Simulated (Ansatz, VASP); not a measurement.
# Two plane-wave programs on SnSe2

```
Sn Se
1.0
     3.84807    0.00000    0.00000
    -1.92403    3.33253    0.00000
     0.00000    0.00000    6.53828
Sn Se
1 2
Direct
  0.00000 0.00000 0.00000
  0.33333 0.66667 0.24003
  0.66667 0.33333 0.75997
```

Alike in both runs: functional r2SCAN; k mesh 5 × 5 × 3; occupations tetrahedron; no spin polarisation.

Ansatz relaxed the structure, and its values are those at the end. VASP's run is a single point on that final structure, the one shown.

|  | VASP | Ansatz |
| --- | --- | --- |
| version | VASP 6.6.1 | Ansatz 0.2.0 |
| potentials or method | VASP PAW PBE potentials, release 64 (Sn_d, Se) | PAW plane waves |
| plane-wave cutoff (eV) | 520 | 500 |
| valence electrons in the cell | 26 | 46 |

Ansatz gave:

* gap on the k mesh at the Fermi level (eV): 1.16
* pressure (GPa): 0.0
* rms of the force components (eV/Å): 0.000

**Question.** Estimate VASP's values.

**Answer.** gap on the k mesh at the Fermi level (eV): 1.16; pressure (GPa): 0.0; rms of the force components (eV/Å): 0.006.

With one functional, cell and mesh, what is left measures potentials, basis and numerics. The two sets of potentials don't hold the same shells in valence. Ansatz warned: «band_table_not_solved_further».

Caveats: the PAW data sets were made with another functional, which shifts forces and pressure a little (VASP); spin-orbit coupling is left out, which moves the levels of the heavy elements; an odd mesh through Γ misses points on the zone boundary, where band edges often lie.
